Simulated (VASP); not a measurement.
# C: restarted molecular dynamics, 2 variants

C, Fd-3m (no. 227), 8 atoms in the cell. PBE, molecular dynamics; PAW potentials C (PBE set).

| Restart from | Temperature at the end (K) | The same without a restart (K) | Potential energy at the end (eV/atom) | The same without a restart (eV/atom) | Electronic steps in the first step after the restart | Time (s) |
|---|---|---|---|---|---|---|
| CONTCAR with velocities, WAVECAR read | 528.0 | 528.0 | -9.03436 | -9.03436 | 4 | 104 |
| CONTCAR with velocities, no WAVECAR | 528.0 | 528.0 | -9.03436 | -9.03436 | 13 | 96 |

Limits: 60 fs of 8 atoms are too short for converged averages; the cell is only 3.6 Å across, so each atom moves in step with near copies of itself.

## Input of the first row

INCAR.step1:
```
SYSTEM = C
  ALGO = Normal
  EDIFF = 1E-6
  ENCUT = 400
  GGA = PE
  IBRION = 0
  ISIF = 2
  ISMEAR = 0
  ISYM = 0
  KPAR = 2
  LASPH = .True.
  LCHARG = .False.
  LREAL = Auto
  LWAVE = .True.
  MDALGO = 2
  NELM = 60
  NELMIN = 4
  NSW = 30
  POTIM = 1.0
  PREC = Normal
  RANDOM_SEED = 77787 0 0
  SIGMA = 0.05
  SMASS = -3
  TEBEG = 1000
```

INCAR.step2, as INCAR.step1 but for:
```
- LWAVE = .True.
+ LWAVE = .False.
```

KPOINTS:
```
k-points
0
Gamma
  3 3 3
```

POSCAR.step1:
```
C
1.0
    3.5667400000      0.0000000000      0.0000000000
    0.0000000000      3.5667400000      0.0000000000
    0.0000000000      0.0000000000      3.5667400000
C
8
Direct
    0.2500000000      0.2500000000      0.2500000000
    0.5000000000      0.0000000000      0.5000000000
    0.2500000000      0.7500000000      0.7500000000
    0.5000000000      0.5000000000      0.0000000000
    0.7500000000      0.2500000000      0.7500000000
    0.0000000000      0.0000000000      0.0000000000
    0.7500000000      0.7500000000      0.2500000000
    0.0000000000      0.5000000000      0.5000000000
```

Commands (each step's output is kept before the next begins):
```
cat potpaw_PBE.64/C/POTCAR > POTCAR
cp INCAR.step1 INCAR
cp POSCAR.step1 POSCAR
mpirun -np 2 vasp_std > vasp.out
cp CONTCAR POSCAR
cp INCAR.step2 INCAR
mpirun -np 2 vasp_std > vasp.out
```

Changes of the last row against the first:
```
(step 1)
- LWAVE = True
+ LWAVE = False
```

VASP 6.6.1 took 104 s on 2 cores (AMD EPYC 7R43 (Zen 3)), a shared host.
